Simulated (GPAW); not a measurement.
Crystal: InPd.

```
In Pd
1.0
     3.27188    0.00000    0.00000
     0.00000    3.27188    0.00000
     0.00000    0.00000    3.27188
In Pd
1 1
Direct
  0.00000 0.00000 0.00000
  0.50000 0.50000 0.50000
```

The cell comes from a database or a generator and needn't be the stable form of this composition.

- Program: GPAW 26.7.0
- Task: relaxation of cell and atoms
- Functional: RPBE
- Dispersion: D3(BJ)
- Potentials or basis: the program's PAW data sets (release 1.2.1) made for this functional
- Cutoff: 600 eV
- Basis: pw
- k mesh: 8 × 8 × 8
- Occupations: fermi-dirac, width 0.05 eV
- Spin: no spin polarisation

At the start: pressure -26.7 GPa; volume 17.51 Å³/atom.

**Question.** How do energy, volume and symmetry change on relaxing?

**Answer.** Over 5 steps the energy falls by 267.2 meV/atom and the volume is 14.80 Å³/atom (-15.5 %); space group Pm-3m (No. 221, to 0.05 Å).

Step by step:
| step | energy change (eV) | largest force (eV/Å) | pressure (GPa) | volume (Å³) |
| --- | --- | --- | --- | --- |
| 1 | 0.0000 | 0.0000 | -26.73 | 35.03 |
| 2 | -0.3106 | 0.0000 | -19.63 | 32.90 |
| 3 | -0.5081 | 0.0000 | 8.78 | 28.62 |
| 4 | -0.5337 | 0.0000 | -1.28 | 29.76 |
| 5 | -0.5343 | 0.0000 | -0.06 | 29.61 |

Final structure:
```yaml
crystal:
  lattice:
    - [3.09369, 0.00000, 0.00000]
    - [0.00000, 3.09369, 0.00000]
    - [0.00000, 0.00000, 3.09369]
  atoms:
    - { symbol: In, position: [0.00000, 0.00000, 0.00000] }
    - { symbol: Pd, position: [0.50000, 0.50000, 0.50000] }
```

Caveat: later steps reuse the first step's grids; the volume moved by over 15 % at a fixed basis, so the end points are rough; pairwise dispersion overbinds metals, which lowers pressure and volume.
